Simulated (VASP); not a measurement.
# Au (Fm-3m) in VASP: single point with PBEsol

Aim: the single point of Au with PBEsol.

Everything below comes from runs of VASP 6.6.1. Logs are shortened: lines on timing, memory, paths and dates and some standing lists are left out, and cuts for length are marked.

## (1) The crystal as given

The structure is cubic, space group Fm-3m (No. 225). Conventional cell: a = 4.082 Å, b = 4.082 Å, c = 4.082 Å, α = 90.00°, β = 90.00°, γ = 90.00°. Around Au (site symmetry m-3m) lie 12 Au at 2.89 Å.

## (2) Single point, PBEsol

Contents of INCAR:

```
SYSTEM = Au
ALGO     = Fast           ! electronic algorithm
EDIFF    = 1E-7           ! SCF threshold, eV
ENCUT    = 520            ! plane-wave cutoff, eV
GGA      = PS             ! functional
ICORELEVEL= 1            
ISIF     = 2              ! what is computed and relaxed
ISMEAR   = 1              ! smearing method
LASPH    = .TRUE.         ! aspherical terms in the spheres
LCHARG   = .FALSE.        ! write CHGCAR
LREAL    = .FALSE.        ! projectors in reciprocal space
LWAVE    = .FALSE.        ! write WAVECAR
NBANDS   = 12             ! bands
NELM     = 80             ! most SCF steps
PREC     = Accurate       ! precision mode
SIGMA    = 0.1            ! smearing width, eV
```

Contents of KPOINTS:

```
k-points
0
G
  15 15 23
  0 0 0
```

Contents of POSCAR:

```
Au
1.0
    2.8862034100      0.0000000000      0.0000000000
   -1.4431017000      2.4995254700      0.0000000000
    1.4431017000      0.8331751600      2.3565752100
Au
1
Direct
    0.0000000000      0.0000000000      0.0000000000
```

Potentials or basis: VASP PAW PBE potentials, release 64 (Au).

The run is started by

```bash
$ cat potpaw_PBE.64/Au/POTCAR > POTCAR
$ mpirun -np 1 vasp_std > vasp.out
```

OUTCAR:

```text
SYSTEM = Au
   EDIFF = 1E-7
   ENCUT = 520
   GGA = PS
   ISIF = 2
   ISMEAR = 1
   LASPH = .TRUE.
   LREAL = .FALSE.
   NELM = 80
   PREC = Accurate

 ion  position               nearest neighbor table
   1  0.000  0.000  0.000-

  LATTYP: Found a face centered cubic cell.
 ALAT       =     4.0817080062

  Lattice vectors:

 A1 = (  -2.8862034100,   0.0000000000,   0.0000000000)
 A2 = (  -1.4431017100,   0.8331751600,   2.3565752100)
 A3 = (  -1.4431017000,   2.4995254700,   0.0000000000)

Analysis of symmetry for initial positions (statically):
=====================================================================
 Subroutine PRICEL returns:
 Original cell was already a primitive cell.

 Routine SETGRP: Setting up the symmetry group for a
 face centered cubic supercell.

 Subroutine GETGRP returns: Found 48 space group operations
 (whereof 48 operations were pure point group operations)
 out of a pool of 48 trial point group operations.

The static configuration has the point symmetry O_h .

Analysis of symmetry for dynamics (positions and initial velocities):
=====================================================================
 Subroutine PRICEL returns:
 Original cell was already a primitive cell.

 Routine SETGRP: Setting up the symmetry group for a
 face centered cubic supercell.

 Subroutine GETGRP returns: Found 48 space group operations
 (whereof 48 operations were pure point group operations)
 out of a pool of 48 trial point group operations.

The dynamic configuration has the point symmetry O_h .

 Subroutine INISYM returns: Found 48 space group operations
 (whereof 48 operations are pure point group operations),
 and found     1 'primitive' translations

----------------------------------------------------------------------------------------

                                     Primitive cell

  volume of cell :      17.0007

  direct lattice vectors                    reciprocal lattice vectors
     2.886203410  0.000000000  0.000000000     0.346475926  0.200037969 -0.282896409
    -1.443101700  2.499525470  0.000000000     0.000000000  0.400075939 -0.141448206
     1.443101700  0.833175160  2.356575210     0.000000000  0.000000000  0.424344615

  length of vectors
     2.886203410  2.886203404  2.886203403     0.489990954  0.424344615  0.424344615

  position of ions in fractional coordinates (direct lattice)
     0.000000000  0.000000000  0.000000000

  ion indices of the primitive-cell ions
   primitive index   ion index
                 1           1

----------------------------------------------------------------------------------------

 KPOINTS: k-points

Automatic generation of k-mesh.
 Grid dimensions read from file:
 generate k-points for:   15   15   23

 Generating k-lattice:

  Cartesian coordinates                     Fractional coordinates (reciprocal lattice)
     0.023098395  0.013335865 -0.018859761     0.066666667  0.000000000  0.000000000
     0.000000000  0.026671729 -0.009429880     0.000000000  0.066666667 -0.000000000
     0.000000000  0.000000000  0.018449766     0.000000000  0.000000000  0.043478261

  Length of vectors
     0.032666064  0.028289641  0.018449766

  Shift w.r.t. Gamma in fractional coordinates (k-lattice)
     0.000000000  0.000000000  0.000000000

 -----------------------------------------------------------------------------
|                                                                             |
|           W    W    AA    RRRRR   N    N  II  N    N   GGGG   !!!           |
|           W    W   A  A   R    R  NN   N  II  NN   N  G    G  !!!           |
|           W    W  A    A  R    R  N N  N  II  N N  N  G       !!!           |
|           W WW W  AAAAAA  RRRRR   N  N N  II  N  N N  G  GGG   !            |
|           WW  WW  A    A  R   R   N   NN  II  N   NN  G    G                |
|           W    W  A    A  R    R  N    N  II  N    N   GGGG   !!!           |
|                                                                             |
|     Your reciprocal lattice and k-lattice belong to different lattice       |
|     classes:                                                                |
|                                                                             |
|        The reciprocal lattice is body-centered cubic,                       |
|        whereas your k-lattice is base-centered monoclinic.                  |
|                                                                             |
|     Results are often still useful ...                                      |
|                                                                             |
 -----------------------------------------------------------------------------

 WARNING: IBZKPT: internal override: KBLOWUP is changed to .FALSE.
      ... skipping the blow-up phase ...

 Subroutine IBZKPT returns following result:
 ===========================================

 Found   1384 irreducible k-points:

 Following reciprocal coordinates:
            Coordinates               Weight
  0.000000  0.000000  0.000000      1.000000
  0.066667 -0.000000  0.000000      2.000000
  0.133333  0.000000 -0.000000      2.000000
  0.200000 -0.000000  0.000000      2.000000
  0.266667  0.000000 -0.000000      2.000000
  0.333333 -0.000000  0.000000      2.000000
[... 16 lines left out ...]
  0.400000  0.133333 -0.000000      4.000000
 -0.066667  0.133333  0.000000      2.000000
 [... further k-points ...]
   k-points           NKPTS =   1384   k-points in BZ     NKDIM =   1384   number of bands    NBANDS=     12
   number of dos      NEDOS =    301   number of ions     NIONS =      1
   total plane-waves  NPLWV =  13824
   dimension x,y,z NGX =    24 NGY =   24 NGZ =   24
   dimension x,y,z NGXF=    48 NGYF=   48 NGZF=   48
   ions per type =               1
   NGX,Y,Z   is equivalent  to a cutoff of  13.82, 13.82, 13.82 a.u.
   NGXF,Y,Z  is equivalent  to a cutoff of  27.65, 27.65, 27.65 a.u.
 SYSTEM =  Au
   PREC   = accura    normal or accurate (medium, high low for compatibility)
   ISTART =      0    job   : 0-new  1-cont  2-samecut
   ICHARG =      2    charge: 1-file 2-atom 10-const
   ISPIN  =      1    spin polarized calculation?
   LNONCOLLINEAR =      F non collinear calculations
   LSORBIT =      F    spin-orbit coupling
   LASPH  =      T    aspherical Exc in radial PAW
   ENCUT  =  520.0 eV  38.22 Ry    6.18 a.u.   5.37  5.37  5.37*2*pi/ulx,y,z
   NELM   =     80;   NELMIN=  2; NELMDL= -5     # of ELM steps
   EDIFF  = 0.1E-06   stopping-criterion for ELM
   LREAL  =      F    real-space projection
   EDIFFG = 0.1E-05   stopping-criterion for IOM
   NSW    =      0    number of steps for IOM
   IBRION =     -1    ionic relax: 0-MD 1-quasi-New 2-CG
   NFREE  =      0    steps in history (QN), initial steepest desc. (CG)
   ISIF   =      2    stress and relaxation
   ISYM   =      2    0-nonsym 1-usesym 2-fastsym
   POTIM  = 0.5000    time-step for ionic-motion
   TEBEG  =    0.0;   TEEND  =   0.0 temperature during run
   PSTRESS=    0.0 pullay stress
   NELECT =      11.0000    total number of electrons
   NUPDOWN=      -1.0000    fix difference up-down
   EMIN   =  10.00;   EMAX   =-10.00  energy-range for DOS
   EFERMI =   0.00;   METHOD = LEGACY
   ISMEAR =     1;   SIGMA  =   0.10  broadening in eV -4-tet -1-fermi 0-gaus
   EFERMI_NEDOS =   21; number of points for ismear=-14 and -15
   IALGO  =     68    algorithm
   IMIX   =      4    mixing-type and parameters
     AMIX     =   0.40;   BMIX     =  1.00
     AMIX_MAG =   1.60;   BMIX_MAG =  1.00
  volume/ion in A,a.u.               =      17.00       114.73
  Fermi-wavevector in a.u.,A,eV,Ry     =   1.415958  2.675773 27.278835  2.004938
  Thomas-Fermi vector in A             =   2.537343
   LORBIT       =      0    0 simple, 1 ext, 2 COOP (PROOUT), +10 PAW based schemes
   GGA     = PS    functional components
   LHFCALC =     F    Hartree Fock is set to
   AEXX    =    0.0000 exact exchange contribution
   IVDW    =     0    specifies the selected vdW correction
   LEPSILON=     F    determine dielectric tensor
   LRPA    =     F    only Hartree local field effects (RPA)
 non-spin polarized calculation
 RMM-DIIS sequential band-by-band and
 Methfessel and Paxton  Order N= 1 SIGMA  =   0.10
  energy-cutoff  :      520.00
  volume of cell :       17.00
 maximum number of plane-waves:       471
 NGX is ok and might be reduce to    24
   NGX = 11   NGY = 11   NGZ = 11

 number of electron      11.0000000 magnetization

 Free energy of the ion-electron system (eV)
  ---------------------------------------------------
  ext. energy  EPLUGINS =         0.00000000
  ---------------------------------------------------
  free energy    TOTEN  =        -3.92466046 eV

  energy without entropy =       -3.92465106  energy(sigma->0) =       -3.92465733

 the core state eigenenergies are
   1-  1s -80736.9025  2s -14233.1792  2p -12299.3906  3s  -3350.5185  3p  -2789.8906
       3d  -2192.1861  4s   -718.0329  4p   -534.2617  4d   -313.9374  4f    -69.3403
       5s    -96.3054  5p    -47.6170

 E-fermi :   9.4239     XC(G=0): -12.8996

 val. band max:        9.4204302877   @ k =  -0.1333   0.0667   0.4783
 cond. band min:       9.4297154786   @ k =  -0.3333   0.0000   0.1304
 fundamental gap:      0.0092851908
 Fermi energy:         9.4239340782

 k-point     1 :       0.0000    0.0000    0.0000
  band No.  band energies     occupation
      1      -0.6282      2.00000
      2       4.6240      2.00000
      3       4.6240      2.00000
      4       4.6240      2.00000
      5       6.1601      2.00000
      6       6.1601      2.00000
      7      23.8153      0.00000
      8      27.8234      0.00000
      9      27.8234      0.00000
     10      27.8234      0.00000
     11      32.6982      0.00000
     12      37.3868      0.00000
[... 257 lines left out ...]
  band No.  band energies     occupation
      1       1.3757      2.00000
      2       3.9401      2.00000
      3       4.9742      2.00000
      4       5.2683      2.00000
      5       6.0293      2.00000
      6       6.6395      2.00000
      7      21.8895      0.00000
      8      25.4389      0.00000
      9      26.0394      0.00000
     10      27.9367      0.00000
     11      30.4293      0.00000
     12      33.6381      0.00000

 k-point    20 :       0.2000    0.1333    0.0000
  band No.  band energies     occupation
      1       2.2483      2.00000

------------------------ aborting loop because EDIFF is reached ----------------------------------------

  FORCE on cell =-STRESS in cart. coord.  units (eV):
  Direction    XX          YY          ZZ          XY          YZ          ZX
  --------------------------------------------------------------------------------------
  -------------------------------------------------------------------------------------
  Total       -0.0263307     -0.0263307     -0.0263307     -0.0000000     -0.0000000      0.0000000
  in kB       -2.4814578     -2.4814578     -2.4814578     -0.0000000     -0.0000000      0.0000000
  external PRESSURE =      -2.4814578 kB  Pullay stress =       0.0000000 kB

 VOLUME and BASIS-vectors are now :
 -----------------------------------------------------------------------------
  energy-cutoff  :      520.00
  volume of cell :       17.00
      direct lattice vectors                 reciprocal lattice vectors
     2.886203410  0.000000000  0.000000000     0.346475926  0.200037969 -0.282896409
    -1.443101700  2.499525470  0.000000000     0.000000000  0.400075939 -0.141448206
     1.443101700  0.833175160  2.356575210     0.000000000  0.000000000  0.424344615

 POSITION                                       TOTAL-FORCE (eV/Angst)
 -----------------------------------------------------------------------------------
      0.00000      0.00000      0.00000        -0.000000      0.000000      0.000000
 -----------------------------------------------------------------------------------
    total drift:                                0.000000      0.000000     -0.000000

  FREE ENERGIE OF THE ION-ELECTRON SYSTEM (eV)
  ---------------------------------------------------
  free  energy   TOTEN  =        -3.9246604557 eV

  energy  without entropy=       -3.9246510646  energy(sigma->0) =       -3.92465733
```

It took 88 s on 1 thread of Intel Xeon 6975P-C (Granite Rapids), shared host; peak memory 0.37 GiB.

Results:

| Quantity | Value |
| --- | --- |
| Free energy | -3.9247 eV |
| Pressure | -0.2 GPa |
| Band gap on the k mesh | none (metal or under the smearing width) |

Core levels (eV, on the scale of the bands):
| atom | levels |
| --- | --- |
| 1 Au | 1s -80736.9, 2s -14233.2, 2p -12299.4, 3s -3350.5, 3p -2789.9, 3d -2192.2, 4s -718.0, 4p -534.3, 4d -313.9, 4f -69.3, 5s -96.3, 5p -47.6 |

Caveat: the PAW data sets were made with another functional, which shifts forces and pressure a little.
